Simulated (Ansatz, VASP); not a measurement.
## One calculation of AlN, two programs

Contents of INCAR:

```
PREC = Accurate ; ENCUT = 520
EDIFF = 1E-7 ; ISMEAR = 0
SIGMA = 0.05 ; LREAL = F
LASPH = T ; NELM = 60
ALGO = Normal ; ISIF = 2
LWAVE = F ; LCHARG = F
GGA = PE ; NBANDS = 16
```

Contents of KPOINTS:

```
Automatic mesh
0
Gamma
  6 6 6
```

File POSCAR:

```
AlN
1.0
    0.0000000000     -2.2015682416     -2.2015682416
   -2.2015682416      0.0000000000     -2.2015682416
    2.2015682416      2.2015682416     -4.4031364832
Al N
2 2
Direct
   -0.0135953946      0.0750982313      0.0026527651
    0.5189009247      0.4302072988      0.5026527651
    0.3553308361      0.4348047963      0.8698900062
    0.8844491764      0.8049752161      0.3698900062
```

Input for Ansatz:

```yaml
crystal:
  lattice:
    - [0.0, -2.2015682416, -2.2015682416]
    - [-2.2015682416, 0.0, -2.2015682416]
    - [2.2015682416, 2.2015682416, -4.4031364832]
  atoms:
    - { symbol: Al, position: [-0.0135953946, 0.0750982313, 0.0026527651] }
    - { symbol: Al, position: [0.5189009247, 0.4302072988, 0.5026527651] }
    - { symbol: "N", position: [0.3553308361, 0.4348047963, 0.8698900062] }
    - { symbol: "N", position: [0.8844491764, 0.8049752161, 0.3698900062] }
basis:
  ecutwfc: 520.0
kpoints:
  mp_grid: { grid: [6, 6, 6] }
hamiltonian:
  xc: pbe
scf:
  occupations: { method: gaussian, width: 0.05 }
output:
  forces: true
  stress: true
  eigenvalues: true
```

Change from the starting cell: mode 4 frozen in at -0.205 Å and mode 10 at +0.045 Å (largest displacements).

Alike in both runs: task single point; functional PBE; k mesh 6 × 6 × 6; occupations gaussian, width 0.05 eV; no spin polarisation.

|  | VASP | Ansatz |
| --- | --- | --- |
| version | VASP 6.6.1 | Ansatz 0.2.0 |
| potentials or method | VASP PAW PBE potentials, release 64 (Al, N) | scalar-relativistic, plane waves, PAW |
| plane-wave cutoff (eV) | 520 | 520 |
| valence electrons in the cell | 16 | 16 |

|  | VASP | Ansatz | Ansatz less VASP |
| --- | --- | --- | --- |
| gap on the k mesh at the Fermi level (eV) | 3.12 | 3.13 | +0.007 |
| least direct gap on the mesh (eV) | 3.59 | 3.58 | -0.007 |
| pressure (GPa) | -1.3 | -1.0 | +0.25 |
| largest component of the traceless stress (GPa) | 4.24 | 4.24 | -0.005 |
| rms of the force components (eV/Å) | 0.630 | 0.628 | -0.0025 |

Atom by atom the forces differ by 0.003 eV/Å (rms over components). With one functional, cell and mesh, what is left measures potentials, basis and numerics.

Caveats: forces of over 1 eV/Å show positions far from the minimum, so gaps and moduli don't describe the material at rest. A k mesh can miss the band edges.
